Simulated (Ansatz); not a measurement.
Phases of BeS at -2.9 GPa

Structure types of BeS are relaxed in primitive cells with their symmetry kept at -2.9 GPa, on PAW files; LAPW relaxes the small cells further and takes the PAW cell for the others (marked *). The enthalpy is E + pV at zero temperature, without zero-point motion. Only the types listed were tried, and differences under about 5 meV/atom are mesh noise. The real phase may be another.

Level of theory: DFT with PBE, scalar-relativistic, in Ansatz 0.2.0; Fermi–Dirac smearing of 0.08 eV, no spin polarisation. LAPW: all electrons, basis error target 0.5 meV/atom; PAW: frozen-core files, cutoff 420 eV.

k meshes: rocksalt 15×15×15, CsCl 14×14×14, zincblende 14×14×14, anti NiAs 12×12×7, NiAs 12×12×7.

Problem. Which type is lowest in enthalpy, and by how much?

Solution. zincblende, 558 meV/atom below NiAs. The whole table:

```tsv
start type	ends as	a, b, c (Å)	V (Å³/atom)	H − H(lowest), LAPW (meV/atom)	same, PAW
rocksalt	rocksalt, Fm-3m	4.674, 4.674, 4.674	12.76	601.5	601.5
CsCl	CsCl, Pm-3m	2.965, 2.965, 2.965	13.03	1553.7	1553.6
zincblende	zincblende, F-43m	4.930, 4.930, 4.930	14.98	0.0	0.0
anti NiAs*	anti NiAs, P6_3/mmc	3.260, 3.260, 5.916	13.61	978.2	978.2
NiAs*	NiAs, P6_3/mmc	3.332, 3.332, 5.297	12.73	558.1	558.1
```
